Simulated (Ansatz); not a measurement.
MnSb under changes of volume

One of the cells (21.552 Å³/atom); the others are scaled copies at fixed shape and fractional positions:

```xyz
4
Lattice="4.1500 0.0000 0.0000 -2.0750 3.5940 0.0000 0.0000 0.0000 5.7800" Properties=species:S:1:pos:R:3 pbc="T T T"
Sb    2.0750    1.1980    4.3350
Sb    0.0000    2.3960    1.4450
Mn    0.0000    0.0000    2.8900
Mn    0.0000    0.0000    0.0000
```

* Program: Ansatz 0.2.0
* Functional: LDA
* Potentials or basis: Ansatz PAW
* Cutoff: 420 eV (not typed: the program's choice for these potentials)
* k mesh: 7 × 7 × 5
* Occupations: fermi-dirac, width 0.05 eV
* Spin: collinear spin, ferromagnetic start
* Starting moments: [0.0, 0.0, 4.0, 4.0] μB

| volume (Å³/atom) | energy over the lowest point (meV/atom) | pressure (GPa) | moment (μB per cell) |
| --- | --- | --- | --- |
| 20.259 | 0.00 | -8.4 | 6.12 |
| 20.690 | 23.35 | -9.1 | 6.27 |
| 21.121 | 48.82 | -9.9 | 6.41 |
| 21.552 | 76.39 | -10.6 | 6.52 |
| 21.983 | 105.89 | -11.2 | 6.64 |
| 22.414 | 136.79 | -11.7 | 6.76 |
| 22.845 | ? | ? | ? |

What does the run at 22.845 Å³/atom give?

Energy over the lowest point 168.67 meV/atom; pressure -12.0 GPa; moment 6.88 μB per cell.

Worked out: A Birch-Murnaghan fit of order 3 (a polynomial in V^(-2/3)) to the other rows has no minimum within the range. It gives 169.23 meV/atom at 22.845 Å³/atom, against the run's 168.67, and -dE/dV = -12.3 GPa, against -12.0. A parabola through the other rows of the moment, of slope 0.226 μB per Å³/atom there, extrapolates to 6.86 μB, against the run's 6.88.

Energies are extrapolated to zero smearing.

Caveats: only a ferromagnetic start was run, and an antiferromagnetic order may lie lower in energy; the PAW data sets come from PBE, with cores solved anew for the run's functional, which leaves a small shift of forces and pressure.
